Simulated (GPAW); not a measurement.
Set up this calculation in GPAW 26.7.0, as an ASE script.

- Task: dielectric tensor
- Functional: LDA
- Potentials or basis: the program's PAW data sets (release 1.2.1) made for this functional
- Cutoff: 600 eV
- Basis: pw
- k mesh: 10 × 10 × 10
- Occupations: fermi-dirac, width 0.001 eV
- Spin: no spin polarisation
- Response ecut: 80 eV
- Maxiter: 150
- Response k mesh: 32 × 32 × 32
- Response bands: 24
- Kernels: ["RPA"]
- Coarser k mesh: 32 × 32 × 32

The system is BN.

```
N B
1.0
     0.00000    1.81300    1.81300
     1.81300    0.00000    1.81300
     1.81300    1.81300    0.00000
N B
1 1
Direct
  0.25000 0.25000 0.25000
  0.00000 0.00000 0.00000
```

The cell is a database's computed one.

One way to write it, as run:

run.py

```python
import numpy as np
from ase import Atoms
from ase.dft.bandgap import bandgap
from ase.io import write
from gpaw import GPAW, PW
from gpaw.response.df import DielectricFunction

atoms = Atoms(['N', 'B'],
              cell=[[0.0, 1.813001, 1.813001],
                    [1.813001, 0.0, 1.813001],
                    [1.813001, 1.813001, 0.0]],
              scaled_positions=[[0.25, 0.25, 0.25],
                                [0.0, 0.0, 0.0]],
              pbc=True)

calc = GPAW(mode=PW(600),
            xc='LDA',
            kpts={'size': (10, 10, 10), 'gamma': True},
            occupations={'name': 'fermi-dirac', 'width': 0.001},
            nbands=11,
            convergence={'density': 1e-06},
            maxiter=150,
            txt='gpaw.txt')
atoms.calc = calc
energy = atoms.get_potential_energy()
calc.write('gs.gpw')
write('result.traj', atoms)
print(f'Energy: {energy:.6f} eV')
print('Fermi level:', round(calc.get_fermi_level(), 4), 'eV')
print(f'Gap: {bandgap(calc)[0]:.4f} eV, direct: {bandgap(calc, direct=True)[0]:.4f} eV')

for size in [(32, 32, 32)]:
    name = 'x'.join(str(n) for n in size)
    dense = calc.fixed_density(kpts={'size': size, 'gamma': True},
                               nbands=30, convergence={'bands': 24, 'eigenstates': 1e-7},
                               update_fermi_level=True, txt=f'dense-{name}.txt')
    dense.write(f'{name}.gpw', mode='all')
    df = DielectricFunction(f'{name}.gpw', frequencies=np.array([0.0]), hilbert=False, eta=0.001,
                            ecut=80, nbands=24, intraband=False, txt=f'df-{name}.txt')
    for xc in ['RPA']:
        for direction in ['x', 'y', 'z', [0, 1, 1], [1, 0, 1], [1, 1, 0]]:
            e0, e = df.get_macroscopic_dielectric_constant(xc=xc, direction=direction)
            print(f'{name} {xc} {direction}: {e0:.4f} without, {e:.4f} with local fields')
```

Potentials or basis: the program's PAW data sets (release 1.2.1) made for this functional, pw.

Command:

```sh
$ OMP_NUM_THREADS=1 python run.py
```

Results of the run:

```yaml
Band_gap_on_the_k_mesh: 4.33 eV, indirect (least direct gap 8.65 eV)
Electronic_dielectric_tensor_diagonal: 4.57
```

Caveat: the long-wavelength limit can be off by a per cent or two.

It took 3.3 min on 1 thread of Arm Neoverse V1, on a shared host, peak memory 0.55 GiB.
